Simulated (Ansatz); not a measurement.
## The polar optical mode of AlAs at 50 GPa, worked through

The calculation used DFT PBE, scalar-relativistic, plane waves, PAW (Ansatz). Cutoff 420 eV, 10×10×10 k-points (Γ-centred), fixed occupations. No spin polarisation. Phonons by linear response, acoustic sum rule imposed.

The cell, relaxed at 50 GPa:
Space group F-43m (No. 216). a = 5.088 Å, b = 5.088 Å, c = 5.088 Å, α = 90.00°, β = 90.00°, γ = 90.00°
| atom | site | symmetry | x | y | z |
| --- | --- | --- | --- | --- | --- |
| Al | 4a | -43m | 0.0000 | 0.0000 | 0.0000 |
| As | 4c | -43m | 0.2500 | 0.2500 | 0.2500 |

Other phases may be more stable at this pressure. The bands were filled as in an insulator; under compression the gap may have closed between mesh points.

Linear response gives ν_TO = 512.9 cm⁻¹, Born charges ±1.955 e (positive on Al) and ε∞ = 8.792. The primitive cell holds 32.924 Å³, and the masses are 26.982 and 74.922 amu.

Question: Find ν_LO and the static dielectric constant.

Answer: The long-wave field adds a restoring force: ω_LO² − ω_TO² = Z*²e²/(ε_vac ε∞ μV). In these units ν_LO² − ν_TO² = 4.92064×10⁷ Z*²/(μ V ε∞) cm⁻², with μ = m₁m₂/(m₁ + m₂) = 19.837 amu: 32744 cm⁻². So ν_LO = √(512.9² + 32744) = 543.8 cm⁻¹, and the run gives 543.9. Lyddane–Sachs–Teller then gives ε0 = ε∞ (ν_LO/ν_TO)² = 9.89, against 9.89 in the run (it forms both from the same three quantities, so the match checks the arithmetic only). Between ν_TO and ν_LO the dielectric function is negative and an undamped crystal reflects fully: a reststrahlen band from 18.4 to 19.5 μm.

Question: What do the Clausius–Mossotti polarisability and the Szigeti charge come to?

Answer: With the Lorentz local field, α = (3V/4π)(ε∞ − 1)/(ε∞ + 2) = 5.68 Å³ for the pair, and e_S = 3Z*/(ε∞ + 2) = 0.54 e. The Born charge includes the electrons' response to the dipole's own local field, and e_S takes that enhancement out. The Lorentz field assumes point-like polarisable ions, a poor picture once ε∞ is this large, since the electron clouds then overlap or are shared, so both numbers are formal here.

Question: How strongly does a slow electron couple to the LO mode?

Answer: For one isotropic parabolic band, Fröhlich's constant is α_F = (1/ε∞ − 1/ε0) √(m* Ry/ħω_LO), with Ry = 13.606 eV, ħω_LO = 67.4 meV and m* in free-electron masses: α_F = 0.0126 × 14.20 × √m* = 0.18 √m*. The band mass isn't part of this run; for m* = 0.1, 0.3 and 1 it gives 0.06, 0.10, 0.18. In weak coupling the polaron lies α_F ħω_LO below the band edge (7 meV at m* = 0.3) with a mass m*(1 + α_F/6); past α_F of about 5 or 6 that expansion fails. A semilocal functional's ε∞ tends to be too large, which taken alone lowers α_F.

Cost: 1 run of about 0.36 core-minutes, on AMD EPYC 9R45 (Zen 5) (shared hosts).

Compressed zinc-blende AlAs remains polar, but its optical mode is governed mainly by short-range bond forces: the long-range field lifts the frequency only from 512.9 to 543.9 cm⁻¹. The bonds are covalent sp³ bonds polarised towards the more electronegative As, so the Born charge of 1.955 e stays well below the formal trivalent value, and the easily polarised valence electrons screen the field that the moving ions set up. For the same reason the lattice adds little to the static dielectric constant, 9.89 against an electronic part of 8.792. The high frequency itself owes much to the light Al atom, which carries most of the displacement, and probably also to bonds stiffened by compression.

The small lattice contribution also supports weak Fröhlich coupling for ordinary band masses. Electrons in AlAs normally occupy anisotropic valleys near X, however, so a single isotropic mass gives only a rough scale for them. Real zone-centre frequencies don't establish dynamical stability, since transverse acoustic modes at the zone boundary often soften in compressed tetrahedral semiconductors.
